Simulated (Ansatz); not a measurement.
Compressing Zr3Si2: a fit and a missing row

Zr3Si2, P4/mbm, a = 7.066 Å, c = 3.644 Å. The structure is a Materials Project entry; whether it is the stable form wasn't checked. Ansatz: PBEsol, PAW, 420 eV, Γ-centred 6×6×10 mesh on 10 atoms, Gaussian smearing 0.10 eV; no spin polarisation. Shape and atoms are relaxed at each volume; pressure is positive in compression.

```tsv
V (Å³/atom)	P (GPa)
16.011	?
16.557	16.01
17.103	9.86
17.648	4.57
18.194	0.01
18.740	-3.91
19.286	-7.29
20.014	-11.07
```

Problem. Take V0 = 18.194 Å³/atom, count pressures from its P0 = 0.01 GPa, fit the third-order Birch–Murnaghan form to the other rows, and predict the missing pressure.

Solution. With the Eulerian strain f = ½[(V0/V)^(2/3) − 1] and y = (P − P0)/[3f(1 + 2f)^(5/2)], the form is the line y = B0 + 1.5 B0 (B0′ − 4) f. Rows (f, y): 0.03244, 140.5; 0.02104, 140.8; 0.01026, 140.8; -0.00976, 140.6; -0.01906, 140.7; -0.03079, 140.6. Means f = 0.0006883, y = 140.67; Σ(Δf)² = 0.003004, ΣΔfΔy = 0.0008347; the slope is their ratio. y = 140.7 + 0.2778 f GPa, so B0 = 140.7 GPa and B0′ = 4 + 2 × (0.2778)/(3 × 140.7) = 4.00. At V = 16.011, f = 0.04447, y = 140.71 and P = 23.24 GPa. The run gave 23.16 GPa, so the fit is 0.08 GPa too high, a small miss on the scale of the series.